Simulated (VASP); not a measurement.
Energy against volume of ZnTe (zinc blende). Method: SCAN meta-GGA, VASP's PBE PAW potentials (set 64) (plane waves; VASP). Run with 520 eV cut-off, 8×8×8 Γ-centred mesh, Gaussian smearing of 0.050 eV, potentials Zn Te.

| V (Å³/atom) | E (eV/atom) |
|---|---|
| 27.320 | -25.84875 |
| 28.165 | -25.85258 |
| 29.010 | -25.84870 |
| 29.855 | -25.83765 |

### Question
Fit these four points and predict the energy of the run at 26.475 Å³/atom.

### Answer
A cubic in V^(−2/3), the third-order Birch-Murnaghan form, passes through the four points with V0 = 28.15 Å³/atom and B0 = 49 GPa, and gives -25.8367 eV/atom there. The run gave -25.8354 eV/atom, +1.3 meV/atom from the fit; all five points give B0 = 51 GPa.

The compound is ZnTe in the zinc blende structure. It was relaxed first.
